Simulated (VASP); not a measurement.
Consider the following.

```
CELL_PARAMETERS angstrom
      0.00000     3.15257     3.15257
      3.15257     0.00000     3.15257
      3.15257     3.15257     0.00000
ATOMIC_POSITIONS crystal
  Zn 0.00000 0.00000 0.00000
  Te 0.25000 0.25000 0.25000
```

The numbers are results of PBE GGA, VASP's PBE PAW potentials (set 64) (plane waves; VASP), not measurements. Settings: 520 eV cut-off, 7×7×7 Γ-centred mesh, Gaussian smearing of 0.050 eV, potentials Zn Te.

Unless said otherwise, spin-orbit coupling is left out, though it shifts the bands of the heavy elements here.

Q: Estimate the energy per atom (σ→0), pressure, band gap (on the k-mesh) with the smallest direct gap where there is one.

A: 
The band gap (on the k-mesh) is 0.81 eV and the smallest direct gap (on the k-mesh) comes out as 0.81 eV. The energy per atom (σ→0) comes out as -2.580 eV/atom and the pressure comes out as -2.21 GPa.

Total energies compare only between runs with the same potentials, cut-off and functional.

The compound is ZnTe in the zinc blende structure. This cell is one point of a volume scan, at 1.06 of the reference volume.
